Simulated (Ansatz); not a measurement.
# TlBr: the cost of one run

Computed with Ansatz 0.2.0 (DFT PBE+D3(BJ), scalar-relativistic, plane waves, PAW, unless a step's input says otherwise).

The COD entry's cell or inner coordinates are ideal or old and differ from later refinements, so a difference from it is no clean test against experiment.

**1. The structure to begin with**

It takes space group Pm-3m (No. 221, cubic). The conventional cell has a = 3.970 Å, b = 3.970 Å, c = 3.970 Å, α = 90.00°, β = 90.00°, γ = 90.00°. Around Tl (site symmetry m-3m) lie 8 Br at 3.44 Å. Around Br (site symmetry m-3m) lie 8 Tl at 3.44 Å.

Structure file:

```cif
data_structure
_symmetry_space_group_name_H-M 'Pm-3m'
_symmetry_Int_Tables_number 221
_cell_length_a 3.9700
_cell_length_b 3.9700
_cell_length_c 3.9700
_cell_angle_alpha 90.000
_cell_angle_beta 90.000
_cell_angle_gamma 90.000
_cell_volume 62.57
loop_
_atom_site_label
_atom_site_type_symbol
_atom_site_symmetry_multiplicity
_atom_site_Wyckoff_symbol
_atom_site_fract_x
_atom_site_fract_y
_atom_site_fract_z
_atom_site_occupancy
Tl1 Tl 1 a 0.00000 0.00000 0.00000 1
Br1 Br 1 b 0.50000 0.50000 0.50000 1
```

Source of the structure: the Crystallography Open Database.

**2. Quick check of gap, pressure and forces**

Contents of input.yaml:

```yaml
crystal:
  lattice:
    - [3.97, 0.0, 0.0]
    - [0.0, 3.97, 0.0]
    - [0.0, 0.0, 3.97]
  atoms:
    - { symbol: Tl, position: [0.0, 0.0, 0.0] }
    - { symbol: Br, position: [0.5, 0.5, 0.5] }
basis:
  ecutwfc: 420
kpoints:
  mp_grid: { grid: [4, 4, 4] }
hamiltonian:
  xc: pbe
  dispersion: d3bj
scf:
  occupations: { method: gaussian, width: 0.1 }
output:
  forces: true
  stress: true
  eigenvalues: true
```

The run is started by

```console
$ ansatz run input.yaml --threads 1 --pin off --max-ram 1228MiB --backend cpu --events-out ev --progress --plain --runs-dir out
```

**Question.** How long does this run take on 1 thread of an Arm CPU, shared host, and how much memory does it need?

About 1 s, with a peak of 0.27 GiB.
